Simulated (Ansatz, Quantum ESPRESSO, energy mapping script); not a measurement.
**MnO2 monolayer: energy mapping under LDA+U (3.6 eV), QE, GBRV**

Aim: the exchange couplings of MnO2 monolayer from the energies of a few collinear orders, and the ordering temperature that they give.

Main program and level: Quantum ESPRESSO 7.5; LDA with U = 3.6 eV on Mn d, ortho-atomic projectors; plane waves, U on orthogonalised atomic orbitals unless named otherwise, collinear spin, no spin–orbit coupling.

## Step 1: Starting point

The cell holds 3 atoms: 1 Mn and 2 O. Cell: a = 2.857 Å, b = 2.857 Å, c = 16.897 Å, α = 90.0°, β = 90.0°, γ = 120.0°. It derives from MnO2. one layer cut from the bulk crystal, unrelaxed, 15 A of vacuum. Vacuum lies along c.

The cell comes from a database of computed structures, and need not be the one that the compound takes in experiment.

A Hubbard U penalises fractional filling of the shell. It raises the cost of virtual hops to the neighbours, so couplings that rest on such hops usually weaken. These runs use Quantum ESPRESSO.

## Step 2: Order 1: parallel, cell A of 6 atoms

Each cell gets its own parallel run on the same mesh, so that most of the mesh error cancels in the differences.

The potential files are GBRV's for LDA; pw.x takes the functional from them.

Contents of pw.in:

```
&control
  calculation = 'scf'
  prefix = 'pw'
  outdir = './tmp/'
  pseudo_dir = './pseudo/'
  verbosity = 'low'
/
&system
  ibrav = 0
  nat = 6
  ntyp = 2
  ecutwfc = 45
  ecutrho = 360
  nbnd = 44
  occupations = 'smearing'
  smearing = 'fd'
  degauss = 0.00367493
  nspin = 2
  starting_magnetization(1) = 0.3000
/
&electrons
  conv_thr = 1.5e-08
  electron_maxstep = 120
  mixing_beta = 0.3
  mixing_mode = 'plain'
/
ATOMIC_SPECIES
  Mn 54.9380 Mn.upf
  O 15.9990 O.upf
CELL_PARAMETERS angstrom
  2.85687000 0.00000000 0.00000000
  -2.85687000 4.94824400 0.00000000
  0.00000000 0.00000000 16.89689100
ATOMIC_POSITIONS crystal
  Mn 0.00000000 0.00000000 0.50000000
  Mn 0.00000000 0.50000000 0.50000000
  O 0.66666667 0.16666667 0.55613100
  O 0.66666667 0.66666667 0.55613100
  O 0.33333333 0.33333333 0.44386900
  O 0.33333333 0.83333333 0.44386900
K_POINTS automatic
  10 5 1 0 0 0
HUBBARD {ortho-atomic}
U Mn-3d 3.6
```

The run is started by

```
> OMP_NUM_THREADS=1 mpirun -n 4 pw.x -nk 4 -in pw.in > pw.out
```

The log of the run:

```text
Program PWSCF v.7.5 starts
[...]
unit-cell volume          =    1611.9256 (a.u.)^3
     number of atoms/cell      =            6
[...]
number of electrons       =        54.00
     number of Kohn-Sham states=           44
     kinetic-energy cutoff     =      45.0000  Ry
     charge density cutoff     =     360.0000  Ry
     scf convergence threshold =      1.5E-08
[...]
Exchange-correlation= SLA  PZ   NOGX NOGC
[...]
Hubbard projectors: ortho-atomic
     Hubbard parameters of DFT+U (Dudarev formulation) in eV:
[...]
atomic species   magnetization
[...]
4 Sym. Ops., with inversion, found
[...]
number of k points=    18  Fermi-Dirac smearing, width (Ry)=  0.0037
[...]
Number of occupied Hubbard levels =   10.0000
     Atomic wfc used for Hubbard projectors are orthogonalized
[...]
iteration #  1     ecut=    45.00 Ry     beta= 0.30
[...]
Number of occupied Hubbard levels =    7.9960
[...]
total energy              =    -550.31775101 Ry
     estimated scf accuracy    <       4.17536449 Ry
     total magnetization       =     6.00 Bohr mag/cell
     absolute magnetization    =     6.84 Bohr mag/cell
     iteration #  2     ecut=    45.00 Ry     beta= 0.30
[...]
total energy              =    -551.08076958 Ry
     estimated scf accuracy    <       1.04607062 Ry
     total magnetization       =     6.00 Bohr mag/cell
     absolute magnetization    =     6.89 Bohr mag/cell
     iteration #  3     ecut=    45.00 Ry     beta= 0.30
[...]
total energy              =    -551.23055305 Ry
     estimated scf accuracy    <       0.13786929 Ry
     total magnetization       =     6.00 Bohr mag/cell
     absolute magnetization    =     6.88 Bohr mag/cell
     iteration #  4     ecut=    45.00 Ry     beta= 0.30
[...]
total energy              =    -551.25783504 Ry
     estimated scf accuracy    <       0.63296429 Ry
     total magnetization       =     6.00 Bohr mag/cell
     absolute magnetization    =     6.78 Bohr mag/cell
     iteration #  5     ecut=    45.00 Ry     beta= 0.30
[...]
total energy              =    -551.28162114 Ry
     estimated scf accuracy    <       0.05843156 Ry
     total magnetization       =     6.00 Bohr mag/cell
     absolute magnetization    =     6.86 Bohr mag/cell
     iteration #  6     ecut=    45.00 Ry     beta= 0.30
[...]
total energy              =    -551.28443413 Ry
     estimated scf accuracy    <       0.00592466 Ry
     total magnetization       =     6.00 Bohr mag/cell
     absolute magnetization    =     6.85 Bohr mag/cell
     iteration #  7     ecut=    45.00 Ry     beta= 0.30
[...]
total energy              =    -551.28478302 Ry
     estimated scf accuracy    <       0.00096830 Ry
     total magnetization       =     6.00 Bohr mag/cell
     absolute magnetization    =     6.83 Bohr mag/cell
     iteration #  8     ecut=    45.00 Ry     beta= 0.30
[...]
total energy              =    -551.28476090 Ry
     estimated scf accuracy    <       0.00054742 Ry
     total magnetization       =     6.00 Bohr mag/cell
     absolute magnetization    =     6.82 Bohr mag/cell
     iteration #  9     ecut=    45.00 Ry     beta= 0.30
[...]
total energy              =    -551.28476121 Ry
     estimated scf accuracy    <       0.00012599 Ry
     total magnetization       =     6.00 Bohr mag/cell
     absolute magnetization    =     6.82 Bohr mag/cell
     iteration # 10     ecut=    45.00 Ry     beta= 0.30
[...]
total energy              =    -551.28477628 Ry
     estimated scf accuracy    <       0.00000556 Ry
     total magnetization       =     6.00 Bohr mag/cell
     absolute magnetization    =     6.81 Bohr mag/cell
     iteration # 11     ecut=    45.00 Ry     beta= 0.30
[...]
total energy              =    -551.28477814 Ry
     estimated scf accuracy    <       0.00001955 Ry
     total magnetization       =     6.00 Bohr mag/cell
     absolute magnetization    =     6.81 Bohr mag/cell
     iteration # 12     ecut=    45.00 Ry     beta= 0.30
[...]
total energy              =    -551.28477789 Ry
     estimated scf accuracy    <       0.00001272 Ry
     total magnetization       =     6.00 Bohr mag/cell
     absolute magnetization    =     6.80 Bohr mag/cell
     iteration # 13     ecut=    45.00 Ry     beta= 0.30
[...]
total energy              =    -551.28477923 Ry
     estimated scf accuracy    <       0.00000034 Ry
     total magnetization       =     6.00 Bohr mag/cell
     absolute magnetization    =     6.80 Bohr mag/cell
     iteration # 14     ecut=    45.00 Ry     beta= 0.30
[...]
total energy              =    -551.28477937 Ry
     estimated scf accuracy    <       0.00000037 Ry
[...]
Tr[ns(  1)] (up, down, total) =   4.10529  0.96619  5.07148
     Atomic magnetic moment for atom   1 =   3.13911
     SPIN  1
     eigenvalues:
       0.564  0.564  0.991  0.993  0.993
     eigenvectors (columns):
       0.000  0.000 -1.000  0.000  0.000
      -0.000  0.762  0.000 -0.000  0.648
      -0.762 -0.000 -0.000 -0.648 -0.000
       0.648  0.000 -0.000 -0.762 -0.000
       0.000 -0.648  0.000 -0.000  0.762
     occupation matrix ns (before diag.):
       0.991 -0.000  0.000 -0.000  0.000
      -0.000  0.744 -0.000  0.000  0.212
       0.000 -0.000  0.744  0.212  0.000
      -0.000  0.000  0.212  0.813 -0.000
[...]
SPIN  2
     eigenvalues:
[...]
eigenvectors (columns):
[...]
occupation matrix ns (before diag.):
[...]
------------------------ ATOM    2 ------------------------
     Tr[ns(  2)] (up, down, total) =   4.10529  0.96618  5.07148
     Atomic magnetic moment for atom   2 =   3.13911
     SPIN  1
     eigenvalues:
[...]
eigenvectors (columns):
[...]
occupation matrix ns (before diag.):
[...]
SPIN  2
     eigenvalues:
[...]
eigenvectors (columns):
[...]
occupation matrix ns (before diag.):
       0.108 -0.000 -0.000  0.000  0.000
      -0.000  0.224 -0.000  0.000 -0.102
      -0.000 -0.000  0.224 -0.102  0.000
       0.000  0.000 -0.102  0.205 -0.000
       0.000 -0.102  0.000 -0.000  0.205
     Number of occupied Hubbard levels =   10.1430
 ------ SPIN UP ------------
          k = 0.0000 0.0000 0.0000 (  8197 PWs)   bands (ev):
   -84.9637 -84.9445 -54.1365 -54.0085 -53.9707 -53.9707 -53.9608 -53.9333
   -22.9155 -21.2930 -20.9953 -20.5783 -11.4718 -10.5719 -10.1868 -10.1868
    -9.2926  -8.6542  -8.3356  -7.7478  -7.7478  -7.2435  -6.7342  -6.5137
    -5.6410  -5.6376  -5.3920  -4.9826  -4.9826  -4.6785  -1.8333  -1.2265
    -1.0469  -1.0469   3.0978   3.7528   4.0082   5.3800   5.6831   6.8331
     7.5863   8.0623   8.7581   8.7618
          k = 0.0000 0.1155 0.0000 (  8208 PWs)   bands (ev):
   -84.9617 -84.9462 -54.1210 -54.0049 -53.9869 -53.9744 -53.9582 -53.9360
   -22.7787 -21.4667 -20.9613 -20.6179 -11.2432 -10.4345 -10.2587 -10.0471
    -9.2399  -8.8022  -8.7057  -7.9078  -7.9032  -7.8279  -6.2621  -5.9281
    -5.8658  -5.4286  -5.1670  -5.1626  -4.9251  -4.5295  -2.0005  -1.3994
    -1.2596  -1.1248   3.4214   3.9879   4.2874   5.6457   5.9872   6.7736
     7.2102   7.2451   7.9257   8.2984
          k = 0.0000 0.2309 0.0000 (  8218 PWs)   bands (ev):
[...]
6.3449   6.8441   7.4002   8.0369
          k = 0.1000 0.0577 0.0000 (  8203 PWs)   bands (ev):
[...]
7.6351   8.2206   8.2984   8.8971
          k = 0.1000 0.1732 0.0000 (  8219 PWs)   bands (ev):
[...]
6.5716   7.2809   7.9670   8.2451
          k = 0.1000 0.2887 0.0000 (  8218 PWs)   bands (ev):
[...]
7.0049   7.0049   7.6241   7.6242
          k = 0.2000 0.1155 0.0000 (  8218 PWs)   bands (ev):
[...]
7.8020   8.2707   8.6896   8.9688
          k = 0.2000 0.2309 0.0000 (  8227 PWs)   bands (ev):
[...]
7.0677   7.6241   8.0890   8.7864
          k = 0.2000 0.0000 0.0000 (  8197 PWs)   bands (ev):
[...]
8.7561   8.7905   9.3018   9.3889
          k = 0.3000 0.1732 0.0000 (  8212 PWs)   bands (ev):
[...]
8.0369   8.6896   9.5045   9.5378
[...]
k = 0.3000-0.0577 0.0000 (  8205 PWs)   bands (ev):
[...]
k =-0.5000-0.2887 0.0000 (  8264 PWs)   bands (ev):
[...]
k =-0.5000-0.1732 0.0000 (  8214 PWs)   bands (ev):
[...]
k =-0.5000-0.0577 0.0000 (  8212 PWs)   bands (ev):
[...]
------ SPIN DOWN ----------
[...]
k = 0.3000 0.1732 0.0000 (  8212 PWs)   bands (ev):
[...]
k = 0.3000 0.2887 0.0000 (  8244 PWs)   bands (ev):
[...]
k = 0.3000-0.0577 0.0000 (  8205 PWs)   bands (ev):
[...]
k = 0.4000 0.2309 0.0000 (  8219 PWs)   bands (ev):
[...]
k = 0.4000 0.4619 0.0000 (  8222 PWs)   bands (ev):
[...]
9.3789   9.4577  10.0264  10.5167
          k = 0.4000 0.0000 0.0000 (  8214 PWs)   bands (ev):
[...]
9.4013  10.5022  10.5277  10.5662
          k =-0.5000-0.2887 0.0000 (  8264 PWs)   bands (ev):
[...]
9.3890   9.3890   9.9397   9.9397
          k =-0.5000-0.1732 0.0000 (  8214 PWs)   bands (ev):
[...]
9.3993   9.3993   9.9971   9.9971
          k =-0.5000-0.0577 0.0000 (  8212 PWs)   bands (ev):
   -81.4208 -81.4208 -50.7879 -50.7878 -50.6980 -50.6980 -50.4317 -50.4317
   -21.2704 -21.2704 -20.9449 -20.9448  -9.1436  -9.1436  -8.7067  -8.7067
    -7.7792  -7.7792  -6.9629  -6.9629  -6.5969  -6.5969  -5.5519  -5.5519
    -1.3110  -1.3110  -1.0500  -1.0500  -0.8293  -0.8293   0.4312   0.4312
     0.5594   0.5594   7.7260   7.7260   7.8456   7.8456   8.7234   8.7234
     9.6069   9.6069  10.1388  10.1388
     the Fermi energy is    -3.3567 ev
!    total energy              =    -551.28477937 Ry
     estimated scf accuracy    <       0.00000001 Ry
     smearing contrib. (-TS)   =      -0.00000000 Ry
     internal energy E=F+TS    =    -551.28477937 Ry
     The total energy is F=E-TS. E is the sum of the following terms:
     one-electron contribution =   -2978.33398740 Ry
     hartree contribution      =    1488.48876300 Ry
     xc contribution           =     -80.94774008 Ry
     ewald contribution        =    1019.17929948 Ry
     Hubbard energy            =       0.32888563 Ry
     total magnetization       =     6.00 Bohr mag/cell
     absolute magnetization    =     6.79 Bohr mag/cell
     convergence has been achieved in  15 iterations
=------------------------------------------------------------------------------=
   JOB DONE.
=------------------------------------------------------------------------------=
```

Run time: 1.7 min. Hardware: 4 MPI ranks of Arm Neoverse V1, shared host; peak memory 1.4 GiB; 6.9 min of CPU time.

Spin moment in the sphere by atom:

```tsv
atom	spin moment in the sphere (μB)
Mn1	2.74
Mn2	2.74
O3	-0.08
O4	-0.08
O5	-0.08
O6	-0.08
```

The run ends ferromagnetic.

## Step 3: Compensated +− start in cell A (6 atoms)

This order reverses 4 of the 6 neighbours at 2.86 Å, 4 of the 6 neighbours at 4.95 Å and 0 of the 6 neighbours at 5.71 Å, counted for an average magnetic atom.

Edit pw.in of step 2 so:

```diff
@@ -10,6 +10,6 @@
   nat = 6
-  ntyp = 2
+  ntyp = 3
   ecutwfc = 45
   ecutrho = 360
-  nbnd = 44
+  nbnd = 39
   occupations = 'smearing'
@@ -19,2 +19,3 @@
   starting_magnetization(1) = 0.3000
+  starting_magnetization(2) = -0.3000
 /
@@ -27,3 +28,4 @@
 ATOMIC_SPECIES
-  Mn 54.9380 Mn.upf
+  Mn1 54.9380 Mn.upf
+  Mn2 54.9380 Mn.upf
   O 15.9990 O.upf
@@ -34,4 +36,4 @@
 ATOMIC_POSITIONS crystal
-  Mn 0.00000000 0.00000000 0.50000000
-  Mn 0.00000000 0.50000000 0.50000000
+  Mn1 0.00000000 0.00000000 0.50000000
+  Mn2 0.00000000 0.50000000 0.50000000
   O 0.66666667 0.16666667 0.55613100
@@ -43,2 +45,3 @@
 HUBBARD {ortho-atomic}
-U Mn-3d 3.6
+U Mn1-3d 3.6
+U Mn2-3d 3.6
```

The log of the run:

```text
[banner, memory and clock lines left out]
Program PWSCF v.7.5 starts
[...]
unit-cell volume          =    1611.9256 (a.u.)^3
     number of atoms/cell      =            6
[...]
number of electrons       =        54.00
     number of Kohn-Sham states=           39
     kinetic-energy cutoff     =      45.0000  Ry
     charge density cutoff     =     360.0000  Ry
     scf convergence threshold =      1.5E-08
[...]
Exchange-correlation= SLA  PZ   NOGX NOGC
[...]
Hubbard projectors: ortho-atomic
     Hubbard parameters of DFT+U (Dudarev formulation) in eV:
[...]
atomic species   magnetization
[...]
4 Sym. Ops., with inversion, found
[...]
number of k points=    18  Fermi-Dirac smearing, width (Ry)=  0.0037
[...]
Number of occupied Hubbard levels =   10.0000
     Atomic wfc used for Hubbard projectors are orthogonalized
[...]
iteration #  1     ecut=    45.00 Ry     beta= 0.30
[...]
Number of occupied Hubbard levels =    7.9730
[...]
total energy              =    -550.27641098 Ry
     estimated scf accuracy    <       4.26798536 Ry
     total magnetization       =    -0.00 Bohr mag/cell
     absolute magnetization    =     6.76 Bohr mag/cell
     iteration #  2     ecut=    45.00 Ry     beta= 0.30
[...]
total energy              =    -551.05923791 Ry
     estimated scf accuracy    <       1.13664361 Ry
     total magnetization       =     0.00 Bohr mag/cell
     absolute magnetization    =     6.92 Bohr mag/cell
     iteration #  3     ecut=    45.00 Ry     beta= 0.30
[...]
total energy              =    -551.21707389 Ry
     estimated scf accuracy    <       0.14889206 Ry
     total magnetization       =     0.00 Bohr mag/cell
     absolute magnetization    =     6.84 Bohr mag/cell
[...]
total energy              =    -551.27577753 Ry
[...]
iteration # 13     ecut=    45.00 Ry     beta= 0.30
[...]
total energy              =    -551.27577764 Ry
     estimated scf accuracy    <       0.00000012 Ry
     total magnetization       =     0.00 Bohr mag/cell
     absolute magnetization    =     6.67 Bohr mag/cell
     iteration # 14     ecut=    45.00 Ry     beta= 0.30
[...]
Magnetic moment per site  (integrated on atomic sphere of radius R)
     atom   1 (R=0.275)  charge= 11.7217  magn=  2.6500
     atom   2 (R=0.275)  charge= 11.7217  magn= -2.6500
[...]
Atomic magnetic moment for atom   2 =  -3.04147
     SPIN  1
     eigenvalues:
[...]
eigenvectors (columns):
[...]
occupation matrix ns (before diag.):
[...]
SPIN  2
     eigenvalues:
[...]
eigenvectors (columns):
[...]
occupation matrix ns (before diag.):
[...]
0.004  0.000  0.218  0.809 -0.000
       0.000  0.232  0.000 -0.000  0.793
     Number of occupied Hubbard levels =   10.1583
 ------ SPIN UP ------------
          k = 0.0000 0.0000 0.0000 (  8197 PWs)   bands (ev):
   -84.9296 -81.5281 -54.0289 -53.9752 -53.9178 -50.8018 -50.7621 -50.5232
   -22.8920 -21.2423 -21.0162 -20.6154 -10.9287  -9.9765  -9.5512  -9.3639
    -8.7815  -8.2897  -7.2933  -6.8704  -6.5237  -6.5140  -5.6632  -5.5261
[...]
0.7183   0.7268   3.1472   3.7599   4.0323   5.4126   5.7561
          k = 0.0000 0.1155 0.0000 (  8208 PWs)   bands (ev):
[...]
0.4865   0.6852   3.4595   4.0007   4.3101   5.6762   6.0578
          k = 0.0000 0.2309 0.0000 (  8218 PWs)   bands (ev):
[...]
0.1089   0.6323   4.2833   4.6784   5.1094   5.4733   5.7477
[...]
k = 0.3000-0.0577 0.0000 (  8205 PWs)   bands (ev):
[...]
k =-0.5000-0.2887 0.0000 (  8264 PWs)   bands (ev):
[...]
k =-0.5000-0.1732 0.0000 (  8214 PWs)   bands (ev):
[...]
k =-0.5000-0.0577 0.0000 (  8212 PWs)   bands (ev):
[...]
------ SPIN DOWN ----------
[...]
k = 0.3000-0.0577 0.0000 (  8205 PWs)   bands (ev):
[...]
k = 0.4000 0.4619 0.0000 (  8222 PWs)   bands (ev):
[...]
k = 0.4000 0.0000 0.0000 (  8214 PWs)   bands (ev):
[...]
k =-0.5000-0.2887 0.0000 (  8264 PWs)   bands (ev):
[...]
k =-0.5000-0.1732 0.0000 (  8214 PWs)   bands (ev):
[...]
0.3589   0.6367   7.7081   7.7441   8.2337   8.2479   8.9621
          k =-0.5000-0.0577 0.0000 (  8212 PWs)   bands (ev):
[...]
-8.5799  -8.2074  -7.9668  -7.6678  -7.0270  -6.8173  -6.7236  -6.1422
    -5.6704  -5.5236  -4.8360  -1.8901  -1.8836  -1.2609  -1.1340  -0.8709
     0.3063   0.4160   7.6786   7.7024   7.8161   7.8317   8.7063
     the Fermi energy is    -3.6040 ev
!    total energy              =    -551.27577762 Ry
     estimated scf accuracy    <       0.00000001 Ry
     smearing contrib. (-TS)   =      -0.00000000 Ry
     internal energy E=F+TS    =    -551.27577762 Ry
     The total energy is F=E-TS. E is the sum of the following terms:
     one-electron contribution =   -2978.29473271 Ry
     hartree contribution      =    1488.42667876 Ry
     xc contribution           =     -80.92282514 Ry
     ewald contribution        =    1019.17929948 Ry
     Hubbard energy            =       0.33580200 Ry
     total magnetization       =    -0.00 Bohr mag/cell
     absolute magnetization    =     6.67 Bohr mag/cell
     convergence has been achieved in  14 iterations
```

The job ended after 94 s (4 MPI ranks; peak memory 1.4 GiB).

Spin moment in the sphere by atom:

```tsv
atom	spin moment in the sphere (μB)
Mn1	2.65
Mn2	-2.65
O3	-0.02
O4	0.02
O5	0.02
O6	-0.02
```

The run ends antiferromagnetic, 61.24 meV a magnetic atom above the parallel order of its cell.

## Step 4: Run 3 (parallel; cell B, 9 atoms)

A new cell needs its own zero of energy.

Contents of pw.in:

```
&control
  calculation = 'scf'
  prefix = 'pw'
  outdir = './tmp/'
  pseudo_dir = './pseudo/'
  verbosity = 'low'
/
&system
  ibrav = 0
  nat = 9
  ntyp = 2
  ecutwfc = 45
  ecutrho = 360
  nbnd = 64
  occupations = 'smearing'
  smearing = 'fd'
  degauss = 0.00367493
  nspin = 2
  starting_magnetization(1) = 0.3000
/
&electrons
  conv_thr = 2.2e-08
  electron_maxstep = 120
  mixing_beta = 0.3
  mixing_mode = 'plain'
/
ATOMIC_SPECIES
  Mn 54.9380 Mn.upf
  O 15.9990 O.upf
CELL_PARAMETERS angstrom
  2.85687000 0.00000000 0.00000000
  -4.28530500 7.42236599 0.00000000
  0.00000000 0.00000000 16.89689100
ATOMIC_POSITIONS crystal
  Mn 0.00000000 0.00000000 0.50000000
  Mn 0.00000000 0.33333333 0.50000000
  Mn 0.00000000 0.66666667 0.50000000
  O 0.66666667 0.11111111 0.55613100
  O 0.66666667 0.44444444 0.55613100
  O 0.66666667 0.77777778 0.55613100
  O 0.33333333 0.22222222 0.44386900
  O 0.33333333 0.55555556 0.44386900
  O 0.33333333 0.88888889 0.44386900
K_POINTS automatic
  12 4 1 0 0 0
HUBBARD {ortho-atomic}
U Mn-3d 3.6
```

The log of the run:

```text
[banner, memory and clock lines left out]
Program PWSCF v.7.5 starts
[...]
unit-cell volume          =    2417.8884 (a.u.)^3
     number of atoms/cell      =            9
[...]
number of electrons       =        81.00
     number of Kohn-Sham states=           64
     kinetic-energy cutoff     =      45.0000  Ry
     charge density cutoff     =     360.0000  Ry
[...]
The total energy is F=E-TS. E is the sum of the following terms:
     one-electron contribution =   -4467.50085332 Ry
     hartree contribution      =    2232.73304163 Ry
     xc contribution           =    -121.42162913 Ry
     ewald contribution        =    1528.76895185 Ry
     Hubbard energy            =       0.49332587 Ry
     total magnetization       =     9.00 Bohr mag/cell
     absolute magnetization    =    10.19 Bohr mag/cell
     convergence has been achieved in  15 iterations
[key lines of the parts left out:]
!    total energy              =    -826.92716310 Ry
the Fermi energy is    -3.3586 ev
```

Wall time 4.3 min (4 MPI ranks); peak memory 2.3 GiB.

The run ends ferromagnetic. For each magnetic atom its energy differs from the parallel run of the first cell by 0.03 meV, an error that one common reference would have brought in.

(Continued in part 2 of 2.)

[Logs and program files are shortened in this print: banners, set-up blocks, solver, clock and traceback lines can be left out without a mark of their own.]

[Logs are printed without paths, hosts, clocks, repeated set-up lines and the standing remarks that a program may print on its own settings, such as how far it seeks lower states.]

[Hosts, paths, dates, database ids (printed as entryN), source tags and the programs' standing remarks are cut or masked in the printed files.]

[Where a cell is said to come from a database of computed structures, the database is the Materials Project.]
